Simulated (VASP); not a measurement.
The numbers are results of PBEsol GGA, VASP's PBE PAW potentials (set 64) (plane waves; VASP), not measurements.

VASP input:

POSCAR:
```
CsBr
1
    4.2481745600     0.0000000000     0.0000000000
    0.0000000000     4.2481745600     0.0000000000
    0.0000000000     0.0000000000     4.2481745600
Cs Br
1 1
Direct
  0.0000000000   0.0000000000   0.0000000000
  0.5000000000   0.5000000000   0.5000000000
```

**INCAR**
```
ALGO=Normal
EDIFF=1E-7
ENCUT=400
GGA=PS
ISIF=2
ISMEAR=-5
LASPH=.True.
LCHARG=.True.
LMAXMIX=4
LORBIT=11
LREAL=.False.
LWAVE=.False.
NEDOS=601
NELM=100
PREC=Accurate
SYSTEM=CsBr
```

### KPOINTS
```
Automatic
0
Gamma
 7 7 7
0 0 0
```

POTCAR, in this order: Cs_sv Br (PBE.64 set). Program: vasp_std.

What VASP printed:

**OSZICAR**
```
       N       E                     dE             d eps       ncg     rms          rms(c)
DAV:   1     0.846351052639E+02    0.84635E+02   -0.56901E+03   480   0.917E+02
DAV:   2    -0.368113336866E+00   -0.85003E+02   -0.78971E+02   736   0.167E+02
DAV:   3    -0.653206977251E+01   -0.61640E+01   -0.61449E+01   604   0.511E+01
DAV:   4    -0.658705140653E+01   -0.54982E-01   -0.54971E-01   544   0.591E+00
DAV:   5    -0.658751324368E+01   -0.46184E-03   -0.46179E-03   628   0.523E-01    0.171E+00
DAV:   6    -0.638115587753E+01    0.20636E+00   -0.31247E-01   544   0.294E+00    0.980E-01
DAV:   7    -0.634604296364E+01    0.35113E-01   -0.14998E-01   604   0.205E+00    0.509E-01
DAV:   8    -0.634687858704E+01   -0.83562E-03   -0.89258E-03   556   0.666E-01    0.819E-02
DAV:   9    -0.634708968100E+01   -0.21109E-03   -0.15071E-03   584   0.249E-01    0.636E-02
DAV:  10    -0.634711659876E+01   -0.26918E-04   -0.94421E-05   572   0.755E-02    0.168E-02
DAV:  11    -0.634712091497E+01   -0.43162E-05   -0.38284E-05   584   0.381E-02    0.479E-03
DAV:  12    -0.634712036736E+01    0.54761E-06   -0.51089E-06   572   0.149E-02    0.882E-04
DAV:  13    -0.634712041202E+01   -0.44659E-07   -0.17248E-07   500   0.307E-03
   1 F= -.63471204E+01 E0= -.63471204E+01  d E =0.000000E+00
```

**OUTCAR**
```
------------------------ aborting loop because EDIFF is reached ----------------------------------------
  FORCE on cell =-STRESS in cart. coord.  units (eV):
  Direction    XX          YY          ZZ          XY          YZ          ZX
  --------------------------------------------------------------------------------------
  Total       -0.0139650     -0.0139650     -0.0139650     -0.0000000      0.0000000      0.0000000
  in kB       -0.2918400     -0.2918400     -0.2918400     -0.0000000      0.0000000      0.0000000
  external PRESSURE =      -0.2918400 kB  Pullay stress =       0.0000000 kB
  volume of cell :       76.67
      direct lattice vectors                 reciprocal lattice vectors
     4.248174560  0.000000000  0.000000000     0.235395223  0.000000000  0.000000000
     0.000000000  4.248174560  0.000000000     0.000000000  0.235395223  0.000000000
     0.000000000  0.000000000  4.248174560     0.000000000  0.000000000  0.235395223
 POSITION                                       TOTAL-FORCE (eV/Angst)
 -----------------------------------------------------------------------------------
      0.00000      0.00000      0.00000         0.000000      0.000000      0.000000
      2.12409      2.12409      2.12409         0.000000      0.000000      0.000000
 -----------------------------------------------------------------------------------
    total drift:                                0.000000      0.000000      0.000000
  FREE ENERGIE OF THE ION-ELECTRON SYSTEM (eV)
  ---------------------------------------------------
  free  energy   TOTEN  =        -6.3471204120 eV

  energy  without entropy=       -6.3471204120  energy(sigma->0) =       -6.34712041

 total charge

# of ion       s       p       d       tot
------------------------------------------
    1        1.853   4.689   0.034   6.576
    2        1.595   3.264   0.002   4.860
--------------------------------------------------
tot          3.447   7.953   0.037  11.437
```
(Selected blocks of OUTCAR.)

The compound is CsBr in the CsCl type structure. It was relaxed first.
